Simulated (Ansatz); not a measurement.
# Sb (R-3m) in Ansatz: further runs, part 2 of 2

Ansatz 0.2.0.

### 3 Single point, HSE06 form with a typed share of exact exchange

Input file input.yaml:

```yaml
crystal:
  lattice:
    - [2.1542, 1.2437279499, 3.758]
    - [-2.1542, 1.2437279499, 3.758]
    - [0.0, -2.4874558998, 3.758]
  atoms:
    - { symbol: Sb, position: [0.76651, 0.76651, 0.76651] }
    - { symbol: Sb, position: [0.23349, 0.23349, 0.23349] }
hamiltonian:
  xc: { exchange: pbe, correlation: pbe, exx: { coeff: 0.5, omega: 0.2 } }
  pseudopotentials: { kind: paw }
kpoints:
  mp_grid: { grid: [4, 4, 4] }
scf:
  occupations: { method: fermi_dirac, width: 0.05 }
output:
  forces: true
  stress: true
  eigenvalues: true
```

Potentials or basis: Ansatz PAW.

Command:

```bash
> ansatz run input.yaml --threads 2 --pin off --max-ram 5632MiB --backend cpu --events-out ev --progress --plain --runs-dir out
```

The log of the run:

```text
Warning: output.stress: scf.convergence.dr2_threshold = 1e-7 eV (the SCF's general default) is looser than the 2e-10 eV advised for a printed stress (1e-10 eV for each atom of the cell: 2). What an SCF threshold leaves in a stress goes as its square root, and in the free energy as the threshold itself, and one threshold admits the most on a small cell: of the crystals measured, under no hybrid functional and no lock of the moments, on runs that ended without the residual-converged pass, on stresses that held no estimate of that error, the worst erred by over 100 MPa in a component at 1e-7 eV an atom and by under 5 at 1e-10. Set scf.convergence.dr2_threshold to 2e-10 eV or tighter. The threshold is an SCF's pass mark: one that does not reach it within its budget of iterations ends unconverged, or closes short of it on a stop that the run arms, and scf.convergence.dr2_threshold's page says what that costs each kind of run
Warning: output.stress: scf.exx.energy_threshold = 1e-6 eV is looser than the 2e-8 eV advised for a stress under a hybrid functional (1e-8 eV for each atom of the cell: 2). Every SCF of the exchange loop can meet its threshold on dr2 while the loop round them stops early: no threshold on dr2 bounds what that leaves in the stress. Set scf.exx.energy_threshold to 2e-8 eV or tighter. The threshold is the loop's pass mark: a loop that does not reach it within its budget of cycles ends unconverged, and scf.exx.energy_threshold's page has the law
Warning: RAYON_NUM_THREADS=2 ignored (pool sized by the plan → 2); use --threads N
Engine: ansatz 0.2.0, x86_64-unknown-linux-gnu
Pseudopotentials: kind: paw
Pseudopotential: Sb, paw, valence charge 15, recommended cutoff 420 eV (normal), Sb.paw.azcp
Functional definition: unnamed
  parameter a_1 = 0.5
  parameter omega_1 = 0.2/angstrom
  exchange = pbe_x + (-a_1)*pbe_x_sr(omega_1) + a_1*exact_x_sr(omega_1)
  correlation = pbe_c
Crystal: 2 atoms, lattice volume = 60.411 Å³
Basis set: ecut = 420 eV, 1195 PW (Γ), exchange–correlation on 64×64×64 points (8 copies of the dense FFT grid, shifted against one another)
Bands: 19, of which v1, the nominal top of the filled ones, is band 15 counted from 1 (14 counted from 0)
Symmetry: 12 space group operations
Space group: R-3m (ITA 166), of the structure as read, at distance tolerance 3.9e-5 Å
k-points: 13 of 64
Non-local potential: Sb, projectors of the file, l = 0: 2, l = 1: 2, l = 2: 2, l = 3: 2
PAW form: soft (Blöchl's): semilocal exchange-correlation on the pseudo side does not see the compensation charge
PAW frozen core: Sb, regenerated for the run's functional, and the local potential with it (the file was generated under x = pbe(κ = 0.804, μ = 0.2195149727645171), c = pbe(β = 0.06672455060314922))
PAW one-centre angular grid: Sb, 590 points (default); XC on 64 Gauss nodes
Initial density: superposition of atomic densities (neutral atoms: chi_scale 0, normalization atom), corrected by the library's trained network
Initial wavefunctions: pseudopotential atomic-orbital guess
Functional: x = pbe(κ = 0.804, μ = 0.2195149727645171), c = pbe(β = 0.06672455060314922), warm-up for x = pbe(κ = 0.804, μ = 0.2195149727645171) + 0.5 (exact − pbe) at short range (hse, ω = 0.2 Å⁻¹), c = pbe(β = 0.06672455060314922)
SCF iter   1: F=—  HF=-12969.000548 eV  |F-HF|=—  |Δ(HF+E_count)|=         —  Δρ=1.57e-3  dr2=1.85e-3  ethr=1.77e-3  ⟨swp⟩=8.0  Hψ=1004  notcnv=0
preconditioner: auto → none  [insulator: Δε(μ)=0.114 eV  Ē_g=8.681 eV  σ=0.050 eV  W_gap=0.51  n_scr=14 (ndim 8)  ℏωp=15.1 eV  f_vac=0.002  D(μ)=0.70/eV (n_scr^D=0)]
SCF iter   2: F=—  HF=-12969.000968 eV  |F-HF|=—  |Δ(HF+E_count)|=   4.20e-4  Δρ=7.45e-4  dr2=2.73e-4  ethr=6.16e-6  ⟨swp⟩=3.2  Hψ=687  notcnv=0  defer=1
iter 3 solved again at ethr=7.61e-8 eV; its pass at ethr=9.11e-7 eV (dr2=2.28e-5 eV) is discarded
SCF iter   3: F=—  HF=-12969.001059 eV  |F-HF|=—  |Δ(HF+E_count)|=   9.07e-5  Δρ=1.80e-4  dr2=2.36e-5  ethr=7.61e-8  ⟨swp⟩=2.8  Hψ=948  notcnv=0
SCF iter   4: F=—  HF=-12969.001065 eV  |F-HF|=—  |Δ(HF+E_count)|=   6.71e-6  Δρ=3.90e-5  dr2=5.03e-7  ethr=7.61e-8  ⟨swp⟩=3.0  Hψ=512  notcnv=0
SCF iter   5: F=—  HF=-12969.001066 eV  |F-HF|=—  |Δ(HF+E_count)|=   5.45e-7  Δρ=7.91e-6  dr2=2.39e-8  ethr=1.68e-9  ⟨swp⟩=3.2  Hψ=647  notcnv=0
SCF iter   6: F=—  HF=-12969.001066 eV  |F-HF|=—  |Δ(HF+E_count)|=   6.97e-9  Δρ=2.51e-6  dr2=2.54e-9  ethr=7.95e-11  ⟨swp⟩=3.2  Hψ=649  notcnv=0
SCF iter   7: F=-12969.001066 eV  HF=-12969.001066 eV  |F-HF|=2.36e-11  |Δ(HF+E_count)|=  5.97e-10  Δρ=4.37e-7  dr2=7.18e-11  ethr=8.47e-12  ⟨swp⟩=3.0  Hψ=646  notcnv=0
SCF 1 converged in 7 iterations: F = -12969.001066 eV  dr2 = 7.18e-11
Initial density: handed on by an earlier stage of this run
Initial wavefunctions: those handed on with the density
[... 21 lines left out ...]
SCF iter   6: F=-12986.104757 eV  HF=-12986.104757 eV  |F-HF|=7.28e-11  |Δ(HF+E_count)|=  2.66e-10  Δρ=4.09e-7  dr2=9.26e-11  ethr=2.59e-12  ⟨swp⟩=4.0  Hψ=713  notcnv=0
SCF 3 converged in 6 iterations: F = -12986.104757 eV  dr2 = 9.26e-11
  Residual-converged pass: ⟨swp⟩=2.9  Hψ=511  notcnv=0  max |occ|·‖R‖ = 2.7e-7 eV (tolerance 2.7e-7 eV)  dr2=9.25e-11  dr2_onsite=1.06e-11  max |Δocc| = 8.9e-14
hybrid outer 2: dexx = +2.702e-5 eV, tail = 6.07e-7 eV, Δε = 7.55e-3 eV (about 3.50e-4 eV left of the loop's levels), ΔF = 4.65e-2 eV/Å (tail 9.24e-3)
Exchange kernel: α = 0.5000, screened, ω = 0.2000 Å⁻¹, Wigner–Seitz truncation, v(0) = 1116.6775 eV·Å³, q-mesh 4×4×4, nearest image of the exchange supercell L = 17.23 Å, pair-density grid 18×18×18, without the augmentation charges, whose exchange is taken in its separable form by FFT convolution over the k-point mesh (sized by the pseudopotential files, 24×24×27 at the most), smooth part of the exact exchange by density-matrix convolution
Frozen-core exchange: fock
SCF iter   1: F=—  HF=-12986.104755 eV  |F-HF|=—  |Δ(HF+E_count)|=         —  Δρ=5.91e-6  dr2=1.60e-8  ethr=1.01e-8  ⟨swp⟩=4.2  Hψ=595  notcnv=0
preconditioner: auto → none  [insulator: Δε(μ)=0.347 eV  Ē_g=10.864 eV  σ=0.050 eV  W_gap=0.93  n_scr=14 (ndim 8)  ℏωp=15.1 eV  f_vac=0.001  D(μ)=0.06/eV (n_scr^D=0)]
SCF iter   2: F=—  HF=-12986.104755 eV  |F-HF|=—  |Δ(HF+E_count)|=   3.69e-8  Δρ=3.79e-6  dr2=5.56e-9  ethr=3.56e-11  ⟨swp⟩=4.0  Hψ=768  notcnv=0
SCF iter   3: F=—  HF=-12986.104755 eV  |F-HF|=—  |Δ(HF+E_count)|=  5.13e-10  Δρ=6.02e-7  dr2=3.11e-10  ethr=1.73e-11  ⟨swp⟩=3.8  Hψ=548  notcnv=0
SCF iter   4: F=-12986.104755 eV  HF=-12986.104755 eV  |F-HF|=3.64e-12  |Δ(HF+E_count)|=  5.64e-11  Δρ=9.77e-8  dr2=1.19e-11  ethr=1.00e-12  ⟨swp⟩=4.0  Hψ=650  notcnv=0
SCF 4 converged in 4 iterations: F = -12986.104755 eV  dr2 = 1.19e-11
  Residual-converged pass: ⟨swp⟩=2.9  Hψ=522  notcnv=0  max |occ|·‖R‖ = 2.7e-7 eV (tolerance 2.7e-7 eV)  dr2=1.24e-11  dr2_onsite=1.76e-13  max |Δocc| = 2.2e-14
hybrid outer 3: dexx = +4.186e-8 eV, tail = 1.14e-9 eV, Δε = 3.04e-4 eV (about 1.70e-5 eV left of the loop's levels), ΔF = 1.10e-3 eV/Å (tail 4.00e-4)
hybrid SCF converged: 3 outer / 14 inner (+7 warm-up), last move |dexx| = 4.19e-8 eV, tail = 1.14e-9 eV
Stability not checked: this state was not tested for a lower state beside it, because the functional holds exact exchange (a hybrid, or Hartree-Fock), whose exchange loop this test does not read (fock_operator; see scf.lower_state_search)
Free energy (F): -12986.104755 eV
Frozen-core exchange: fock
Harris-Foulkes:  -12986.104755 eV  (|F-HF|=3.64e-12)
Internal energy: -12986.104014 eV  (E = F + TS)
E sigma→0 (E₀):  -12986.104385 eV
Entropy (-TS):   -0.000741 eV (-0.370 meV/atom)
Fermi energy:    9.928519 eV
--- Per-component energies (eV) ---
  E_band       = -461.427738
  E_kinetic    = 411.803116
  E_local      = -3188.739152  (includes V_loc(G=0)·N_el)
  E_nonlocal   = 722.607554
  E_hartree    = 1450.595720
  E_xc         = -167.396174
  E_vxc        = -117.854820  (∫ρ·V_xc dr)
  E_exx        = -163.157556  (= α·E_x^exact, valence–valence)
  E_paw        = -9117.042529  (= ΣΔE_a)
  E_vpaw       = -864.120953  (= ΣTr[D̂ρ^β])
  E_aug_tail   = -0.000003  (compensation charges beyond the density's cutoff)
  E_ewald      = -2934.870052
  E_core_change = 0.095060  (= ΣΔE_core)
  E_smearing   = -0.000741  (= −TS)
  E_closure    = -0.000000  (closes the sum)
  Σ components = -12986.104755   (vs F -12986.104755, Δ=0.00e0)
--- Forces (eV/Å), atoms counted from 1 ---
  atom   1  Sb     0.00000000     0.00000000     0.63093739
  atom   2  Sb     0.00000000     0.00000000    -0.63093739
  max |Σ_I F_I| component: 9.25e-18 eV/Å
--- Stress (GPa, compression-positive) ---
       -1.052547      -0.000000       0.000000
       -0.000000      -1.052547       0.000000
        0.000000      -0.000000      -1.321270
  P = ⅓ Tr σ = -1.1421 GPa (-11.421 kbar)
--- Band table (eV; the first three rows and the last of 13) ---
  k-point 0: bands = ["-24.7575", "-24.7575", "-24.6548", "-24.6548", "-24.6085", "-24.5205", "-24.5205", "-24.4981", "-24.4431", "-24.4431", "-5.8289", "4.4368", "7.0697", "7.4400", "7.4400", "12.7027", "13.5227", "13.5227", "15.9525"]
  k-point 1: bands = ["-24.7332", "-24.7199", "-24.6416", "-24.6317", "-24.5941", "-24.5384", "-24.5324", "-24.5222", "-24.4724", "-24.4706", "-4.9832", "1.3928", "7.1791", "7.3037", "8.5862", "11.6929", "11.8949", "11.9449", "15.7605"]
  k-point 2: bands = ["-24.7027", "-24.6545", "-24.6180", "-24.5960", "-24.5873", "-24.5743", "-24.5710", "-24.5363", "-24.5075", "-24.5067", "-2.8802", "-2.0095", "7.2375", "7.3869", "9.2966", "10.1306", "10.5200", "10.7730", "18.7647"]
  k-point 12: bands = ["-24.7049", "-24.7049", "-24.6337", "-24.6337", "-24.5847", "-24.5346", "-24.5346", "-24.5197", "-24.5028", "-24.5028", "-3.8879", "-1.2607", "7.9900", "7.9900", "9.7839", "10.3263", "10.3263", "11.2208", "18.1927"]
```

Run time: 11 s. Hardware: 2 threads of Intel Xeon 6975P-C (Granite Rapids), shared host; peak memory 0.8 GiB.

Results:

- Free energy: -12986.1048 eV
- Pressure: -1.1 GPa
- Largest force: 0.631 eV/Å
- Band gap on the k mesh: 0.35 eV, indirect (least direct gap 0.54 eV)

Forces on the atoms (eV/Å):
```
Sb   0.000  0.000  0.631
Sb   0.000  0.000 -0.631
```

Caveat: the k mesh is coarse (spacing up to 0.44 Å⁻¹), so the values aren't converged, least of all with exact exchange; spin-orbit coupling is left out, which moves the levels of the heavy elements; the PAW data sets come from PBE, with cores solved anew for the run's functional, which leaves a small shift of forces and pressure; the thresholds are loose for stress.
